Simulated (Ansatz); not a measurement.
Space group Fm-3m (No. 225). a = 4.906 Å, b = 4.906 Å, c = 4.906 Å, α = 90.00°, β = 90.00°, γ = 90.00°
```json
{"atom": "Y", "site": "4a", "symmetry": "m-3m", "x": "0.0000", "y": "0.0000", "z": "0.0000"}
{"atom": "N", "site": "4b", "symmetry": "m-3m", "x": "0.5000", "y": "0.0000", "z": "0.0000"}
```

Equation of state of this YN structure (not necessarily the ground state), with shape and atoms relaxed at each volume where symmetry leaves them free. Theory: DFT PBE, scalar-relativistic, plane waves, PAW in Ansatz.

Settings: cutoff 420 eV, Γ-centred mesh 12×12×12 on the computed 2-atom cell, Gaussian smearing of 0.01 eV; no spin polarisation.

| V (Å³/atom) | E − E(largest V) (meV/atom) | P (GPa) | gap on mesh (eV) |
| --- | --- | --- | --- |
| 12.988 | 69.67 | 26.59 | 0.00 |
| 13.431 | 7.92 | 18.33 | 0.03 |
| 13.873 | -32.68 | 11.23 | 0.10 |
| 14.316 | -55.14 | 5.18 | 0.16 |
| 14.759 | -62.12 | 0.00 | 0.21 |
| 15.202 | -55.84 | -4.42 | 0.26 |
| 15.645 | -38.26 | -8.21 | 0.30 |
| 16.235 | 0.00 | -12.41 | 0.35 |

Problem. Fit a third-order Birch–Murnaghan equation to E(V).

Solution. V0 = 14.76 Å³/atom, B0 = 159 GPa, B0' = 4.2.